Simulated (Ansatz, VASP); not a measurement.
PtSe2: VASP beside Ansatz

```
Pt Se
1.0
     3.72400    0.00000    0.00000
    -1.86200    3.22508    0.00000
     0.00000    0.00000    5.06200
Pt Se
1 2
Direct
  0.02326 0.04651 0.00000
  0.33333 0.66667 0.25000
  0.66667 0.33333 0.75000
```

Alike in both runs: task single point; functional PBE; k mesh 9 × 9 × 6; occupations gaussian, width 0.05 eV; no spin polarisation.

|  | VASP | Ansatz |
| --- | --- | --- |
| version | VASP 6.6.1 | Ansatz 0.2.0 |
| potentials or method | VASP PAW PBE potentials, release 64 (Pt, Se) | scalar-relativistic, plane waves, PAW |
| plane-wave cutoff (eV) | 520 | 420 |
| valence electrons in the cell | 22 | 50 |

```tsv
	VASP	Ansatz	Ansatz less VASP
gap on the k mesh at the Fermi level (eV)	none	none	-
pressure (GPa)	8.8	8.8	-0.01
largest component of the traceless stress (GPa)	1.46	1.45	-0.010
rms of the force components (eV/Å)	1.072	1.066	-0.0064
```

Atom by atom the forces differ by 0.007 eV/Å (rms over components). A gap of «none» marks a metal or a gap that the smearing closes. The two sets of potentials don't hold the same shells in valence.

Caveats: forces of over 1 eV/Å show positions far from the minimum, so gaps and moduli don't describe the material at rest. Spin-orbit coupling is left out, which matters for the levels of Pt.
